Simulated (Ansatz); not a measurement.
## AlNi: iterations to self-consistency

Level of theory: Ansatz 0.2.0, DFT PBEsol, scalar-relativistic, plane waves, PAW.

```xyz
2
Lattice="1.9387 -1.9532 0.0000 1.9387 1.9532 0.0000 0.0000 0.0000 3.0994" Properties=species:S:1:pos:R:3 pbc="T T T"
Al    0.0000    0.0000    0.0000
Ni    1.9387    0.0000    1.5497
```

```json
{"plane-wave cutoff": "420 eV", "Γ-centred k-mesh": "16×16×14", "occupation rule": "Gaussian smearing, 0.1 eV", "spin treatment": "unpolarised"}
```

Each run starts from superposed atomic densities and uses Broyden mixing with its automatic preconditioner, at most 120 iterations and the default threshold on the density residual; only the length of the Broyden history differs.

```tsv
length of the Broyden history	iterations	converged	density residual (eV) at iterations 1, 3, 5
1	23	yes	2.2 0.51 0.018
2	12	yes	2.2 0.51 0.059
3	11	yes	2.2 0.51 0.04
5	12	yes	2.2 0.51 0.04
```

Cost: 4 runs of about 0.62 core-minutes in all, on Intel Xeon 6975P-C (Granite Rapids) (shared hosts).